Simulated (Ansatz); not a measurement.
# Si (Fd-3m): the equilibrium volume

Aim: the volume at which the pressure of Si (Fd-3m) vanishes.

Computed with Ansatz 0.2.0 (DFT PBEsol, scalar-relativistic, plane waves, PAW, unless a step's input says otherwise).

3 further runs of the same task are left out: 3 set aside as unsound or not needed.

**1. Starting point**

The structure is cubic, space group Fd-3m (No. 227). The conventional cell has a = 5.444 Å, b = 5.444 Å, c = 5.444 Å, α = 90.00°, β = 90.00°, γ = 90.00°. Si (site symmetry -43m) is surrounded by 4 Si at 2.36 Å.

As a file:

```cif
data_structure
_symmetry_space_group_name_H-M 'P 1'
_symmetry_Int_Tables_number 1
_cell_length_a 3.8493
_cell_length_b 3.8493
_cell_length_c 3.8493
_cell_angle_alpha 60.000
_cell_angle_beta 60.000
_cell_angle_gamma 60.000
_cell_volume 40.33
loop_
_atom_site_label
_atom_site_type_symbol
_atom_site_fract_x
_atom_site_fract_y
_atom_site_fract_z
_atom_site_occupancy
Si1 Si 0.25000 0.25000 0.25000 1
Si2 Si 0.00000 0.00000 0.00000 1
```

**2. At the starting volume (PBEsol, 6×6×6 mesh)**

File input.yaml:

```yaml
crystal:
  lattice:
    - [0.0, 2.7218511865, 2.7218511865]
    - [2.7218511865, 0.0, 2.7218511865]
    - [2.7218511865, 2.7218511865, 0.0]
  atoms:
    - { symbol: Si, position: [0.25, 0.25, 0.25] }
    - { symbol: Si, position: [0.0, 0.0, 0.0] }
basis:
  ecutwfc: 420
kpoints:
  mp_grid: { grid: [6, 6, 6] }
hamiltonian:
  xc: pbesol
scf:
  occupations: { method: gaussian, width: 0.1 }
output:
  forces: true
  stress: true
  eigenvalues: true
```

The run is started by

```console
> ansatz run input.yaml --threads 8 --pin off --max-ram 16384MiB --backend cpu --events-out ev --progress --plain --runs-dir out
```

Output, cut to the lines that bear on the results:

```text
Warning: RAYON_NUM_THREADS=8 ignored (pool sized by the plan → 8); use --threads N
[...]
Pseudopotentials: kind: paw
Pseudopotential: Si, paw, valence charge 4, recommended cutoff 420 eV (normal), Si.paw.azcp
Functional definition: PBEsol
[...]
Crystal: 2 atoms, lattice volume = 40.330 Å³
Basis set: ecut = 420 eV, 749 PW (Γ), exchange–correlation on 54×54×54 points (8 copies of the dense FFT grid, shifted against one another)
Bands: 8, of which v1, the nominal top of the filled ones, is band 4 counted from 1 (3 counted from 0)
Symmetry: 48 space group operations
Space group: Fd-3m (ITA 227), of the structure as read, at distance tolerance 3.4e-5 Å
k-points: 16 of 216
[...]
SCF iter   1: F=—  HF=-1242.959347 eV  |F-HF|=—  |Δ(HF+E_count)|=         —  Δρ=2.47e-3  dr2=2.72e-3  ethr=1.77e-3  ⟨swp⟩=5.7  Hψ=1086  notcnv=0
[...]
SCF iter   6: F=-1242.959083 eV  HF=-1242.959083 eV  |F-HF|=5.46e-12  |Δ(HF+E_count)|=  6.23e-10  Δρ=2.52e-7  dr2=1.66e-11  ethr=2.46e-11  ⟨swp⟩=1.5  Hψ=387  notcnv=0
[...]
SCF converged after 6 iterations
Free energy (F): -1242.959083 eV
[...]
E sigma→0 (E₀):  -1242.959083 eV
Entropy (-TS):   -0.000000 eV (-0.000 meV/atom)
Fermi energy:    6.410416 eV
[...]
--- Forces (eV/Å), atoms counted from 1 ---
  atom   1  Si     0.00000000    -0.00000000    -0.00000000
  atom   2  Si    -0.00000000     0.00000000    -0.00000000
[...]
--- Stress (GPa, compression-positive) ---
       -0.441905       0.000000      -0.000000
        0.000000      -0.441905      -0.000000
        0.000000      -0.000000      -0.441905
  P = ⅓ Tr σ = -0.4419 GPa (-4.419 kbar)
--- Band table (eV; the first three rows and the last of 16) ---
  k-point 0: bands = ["-5.8255", "6.1153", "6.1153", "6.1153", "8.6284", "8.6284", "8.6284", "9.3443"]
[...]
```

Wall time 0.21 s (8 threads of Arm Neoverse V2, shared host); peak memory 0.27 GiB.

This gives: volume 20.165 Å³/atom, pressure -0.44 GPa, mesh gap 0.60 eV.

**3. Full relaxation**

Changes to input.yaml since step 2:

```diff
@@ -11,3 +11,3 @@
 kpoints:
-  mp_grid: { grid: [6, 6, 6] }
+  mp_grid: { grid: [8, 8, 8] }
 hamiltonian:
@@ -15,3 +15,3 @@
 scf:
-  occupations: { method: gaussian, width: 0.1 }
+  occupations: { method: gaussian, width: 0.02 }
 output:
@@ -20 +20,10 @@
   eigenvalues: true
+  write_density: true
+  write_potential: true
+  elf: true
+  volumetric_format: npy
+relax:
+  adjacent_minimum: "off"
+  f_tol: 0.005
+  max_steps: 80
+  cell: { stress_tol: 0.05 }
```

The run is started by

```console
> ansatz run input.yaml --threads 8 --pin off --max-ram 16384MiB --backend cpu --events-out ev --progress --plain --runs-dir out
```

Output, cut to the lines that bear on the results:

```text
Warning: RAYON_NUM_THREADS=8 ignored (pool sized by the plan → 8); use --threads N
[...]
Pseudopotentials: kind: paw
Pseudopotential: Si, paw, valence charge 4, recommended cutoff 420 eV (normal), Si.paw.azcp
Functional definition: PBEsol
[...]
Crystal: 2 atoms, lattice volume = 40.330 Å³
Basis set: ecut = 420 eV, 749 PW (Γ), exchange–correlation on 54×54×54 points (8 copies of the dense FFT grid, shifted against one another)
Bands: 8, of which v1, the nominal top of the filled ones, is band 4 counted from 1 (3 counted from 0)
Symmetry: 48 space group operations
Space group: Fd-3m (ITA 227), of the structure as read, at distance tolerance 3.4e-5 Å
k-points: 29 of 512
[...]
SCF iter   1: F=—  HF=-1242.980949 eV  |F-HF|=—  |Δ(HF+E_count)|=         —  Δρ=2.87e-3  dr2=3.77e-3  ethr=1.77e-3  ⟨swp⟩=6.2  Hψ=2099  notcnv=0
[...]
  atom   2  Si     0.00000000     0.00000000     0.00000000
[...]
--- Stress (GPa, compression-positive) ---
       -0.000959      -0.000000      -0.000000
       -0.000000      -0.000959      -0.000000
       -0.000000      -0.000000      -0.000959
  P = ⅓ Tr σ = -0.0010 GPa (-0.010 kbar)
--- Band table (eV; the first three rows and the last of 29) ---
  k-point 0: bands = ["-5.8112", "6.1653", "6.1653", "6.1653", "8.6838", "8.6838", "8.6838", "9.4561"]
[...]
--- Relaxed structure (3 steps of the walk, 3 accepted, 1 SCFs on fresh bases) ---
  F+E_penalty+E_count = -1242.98084310 eV   max|allowed force component| = 2.602e-17 eV/Å   (the final SCF, on the basis selected at the relaxed cell)
  cell:  # Å, volume = 40.1106 Å³
    - [-3.152761445354147e-34, 2.7169170452074525, 2.7169170452074525]
    - [2.7169170452074525, -2.8024546180925747e-34, 2.7169170452074525]
    - [2.7169170452074525, 2.7169170452074525, -9.553822561679236e-36]
  atoms:
    - { symbol: Si, position: [0.25, 0.25, 0.25] }
    - { symbol: Si, position: [2.1374840044620402e-35, 8.107697947959464e-36, -4.3486743539055304e-35] }
```

Run time: 0.68 s. Hardware: 8 threads of Arm Neoverse V2, shared host; peak memory 0.3 GiB.

Relaxation path:

| step | energy from step 1 (meV/atom) | largest force component (eV/Å) | pressure (GPa) | volume (Å³/atom) |
| --- | --- | --- | --- | --- |
| 1 | 0.0 | 0.000 | -0.51 | 20.165 |
| 2 | -0.2 | 0.000 | -0.12 | 20.081 |
| 3 | -0.2 | 0.000 | 0.00 | 20.055 |
| 4 | -0.2 | 0.000 | 0.00 | 20.055 |

Step 1 is the start. Step 4 repeats the geometry before it on a plane-wave basis chosen anew for the final cell, which leaves the energy as it was.

This gives: volume 20.055 Å³/atom, pressure 0.00 GPa, mesh gap 0.51 eV.

**4. Full relaxation once more, on the mesh of the new cell**

Changes to input.yaml since step 3:

```diff
@@ -2,5 +2,5 @@
   lattice:
-    - [0.0, 2.7218511865, 2.7218511865]
-    - [2.7218511865, 0.0, 2.7218511865]
-    - [2.7218511865, 2.7218511865, 0.0]
+    - [0.0, 2.7169170452, 2.7169170452]
+    - [2.7169170452, 0.0, 2.7169170452]
+    - [2.7169170452, 2.7169170452, 0.0]
   atoms:
@@ -11,3 +11,3 @@
 kpoints:
-  mp_grid: { grid: [8, 8, 8] }
+  mp_grid: { grid: [10, 10, 10] }
 hamiltonian:
```

The run is started by

```console
> ansatz run input.yaml --threads 8 --pin off --max-ram 16384MiB --backend cpu --events-out ev --progress --plain --runs-dir out
```

Output, cut to the lines that bear on the results:

```text
Warning: RAYON_NUM_THREADS=8 ignored (pool sized by the plan → 8); use --threads N
[...]
Pseudopotentials: kind: paw
Pseudopotential: Si, paw, valence charge 4, recommended cutoff 420 eV (normal), Si.paw.azcp
Functional definition: PBEsol
[...]
Crystal: 2 atoms, lattice volume = 40.111 Å³
Basis set: ecut = 420 eV, 749 PW (Γ), exchange–correlation on 54×54×54 points (8 copies of the dense FFT grid, shifted against one another)
Bands: 8, of which v1, the nominal top of the filled ones, is band 4 counted from 1 (3 counted from 0)
Symmetry: 48 space group operations
Space group: Fd-3m (ITA 227), of the structure as read, at distance tolerance 3.4e-5 Å
k-points: 47 of 1000
[...]
SCF iter   1: F=—  HF=-1242.984767 eV  |F-HF|=—  |Δ(HF+E_count)|=         —  Δρ=2.91e-3  dr2=3.80e-3  ethr=1.77e-3  ⟨swp⟩=6.3  Hψ=3402  notcnv=0
[...]
E sigma→0 (E₀):  -1242.984323 eV
Fermi energy:    6.400649 eV
[...]
--- Forces (eV/Å), atoms counted from 1 ---
  atom   1  Si     0.00000000     0.00000000    -0.00000000
  atom   2  Si     0.00000000    -0.00000000    -0.00000000
[...]
--- Stress (GPa, compression-positive) ---
       -0.008317       0.000000      -0.000000
        0.000000      -0.008317      -0.000000
        0.000000       0.000000      -0.008317
  P = ⅓ Tr σ = -0.0083 GPa (-0.083 kbar)
--- Band table (eV; the first three rows and the last of 47) ---
  k-point 0: bands = ["-5.8124", "6.1638", "6.1638", "6.1638", "8.6830", "8.6830", "8.6830", "9.4546"]
[...]
--- Relaxed structure (1 steps of the walk, 1 accepted, 1 SCFs on fresh bases) ---
  F+E_penalty+E_count = -1242.98432329 eV   max|allowed force component| = 2.197e-17 eV/Å   (the final SCF, on the basis selected at the relaxed cell)
  cell:  # Å, volume = 40.1106 Å³
    - [0.0, 2.7169170452, 2.7169170452]
    - [2.7169170452, 0.0, 2.7169170452]
    - [2.7169170452, 2.7169170452, 0.0]
  atoms:
    - { symbol: Si, position: [0.25, 0.25, 0.25] }
    - { symbol: Si, position: [0.0, 0.0, 0.0] }
```

Wall time 0.52 s (8 threads of Arm Neoverse V2, shared host); peak memory 0.31 GiB.

Relaxation path:

| step | energy from step 1 (meV/atom) | largest force component (eV/Å) | pressure (GPa) | volume (Å³/atom) |
| --- | --- | --- | --- | --- |
| 1 | 0.0 | 0.000 | -0.01 | 20.055 |
| 2 | 0.0 | 0.000 | -0.01 | 20.055 |

Step 1 is the start. Step 2 repeats the geometry before it on a plane-wave basis chosen anew for the final cell, which leaves the energy as it was. The run keeps the 48 symmetry operations that it found, so it can't reach a distortion that breaks them.

Read off: volume 20.055 Å³/atom, pressure -0.01 GPa, gap on the mesh 0.47 eV.

**5. The volume search in one table**

| step | level | mesh | relaxed | volume (Å³/atom) | pressure (GPa) |
| --- | --- | --- | --- | --- | --- |
| 2 | PBEsol | 6×6×6 | nothing | 20.165 | -0.44 |
| 3 | PBEsol | 8×8×8 | all | 20.055 | 0.00 |
| 4 | PBEsol | 10×10×10 | all | 20.055 | -0.01 |

The cell before and after:

| cell as typed | before | after | change |
| --- | --- | --- | --- |
| a (Å) | 3.849 | 3.842 | -0.2 % |
| b (Å) | 3.849 | 3.842 | -0.2 % |
| c (Å) | 3.849 | 3.842 | -0.2 % |
| volume (Å³/atom) | 20.165 | 20.055 | -0.5 % |
| shortest distance (Å) | 2.357 | 2.353 | -0.2 % |
| space group | Fd-3m | Fd-3m | same |

**6. Summary of results**

| quantity | value |
| --- | --- |
| volume | 20.055 Å³/atom |
| pressure | -0.01 GPa |
| conventional cell | a = 5.434 Å, b = 5.434 Å, c = 5.434 Å, α = 90.00°, β = 90.00°, γ = 90.00° |
| gap on the mesh | 0.47 eV |

What this shows: Over the 3 runs shown the cell moved from 20.16 to 20.06 Å³/atom, a change of -0.5 %, where the pressure is zero within 0.01 GPa.

The gaps are Kohn-Sham values of a semilocal functional, not quasiparticle or optical gaps. Such gaps usually fall short of the measured ones.
